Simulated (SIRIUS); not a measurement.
## ZnS under changes of volume

One of the cells (20.121 Å³/atom); the others are scaled copies at fixed shape and fractional positions:

```xyz
2
Lattice="0.0000 2.7199 2.7199 2.7199 0.0000 2.7199 2.7199 2.7199 0.0000" Properties=species:S:1:pos:R:3 pbc="T T T"
Zn    4.0798    4.0798    4.0798
S     0.0000    0.0000    0.0000
```

* Program: SIRIUS 7.12.0
* Functional: PBEsol
* Potentials or basis: all-electron FP-LAPW
* Cutoff: 204 eV
* Basis: apw+lo standard
* k mesh: 9 × 9 × 9
* Occupations: fermi-dirac, width 0.05 eV
* Spin: no spin polarisation

| volume (Å³/atom) | energy over the lowest point (meV/atom) | gap on the mesh (eV) |
| --- | --- | --- |
| 18.543 | 5.76 | 2.24 |
| 18.938 | 0.64 | 2.15 |
| 19.332 | 0.00 | 2.06 |
| 20.121 | 10.05 | 1.89 |
| 20.516 | ? | ? |
| 20.910 | 32.20 | 1.73 |

Question: What does the run at 20.516 Å³/atom give?

Answer: Energy over the lowest point 19.58 meV/atom; gap on the mesh 1.81 eV.

Worked out: A Birch-Murnaghan fit of order 3 (a polynomial in V^(-2/3)) to the other rows has its minimum at 19.19 Å³/atom with B0 = V·E''(V) = 81 GPa and B' = 5.4. It gives 19.82 meV/atom at 20.516 Å³/atom, against the run's 19.58. A straight line through the other rows of the gap, of slope -4.25 eV per unit of ln V (its deformation potential), gives 1.81 eV, against the run's 1.81.

Energies are extrapolated to zero smearing.
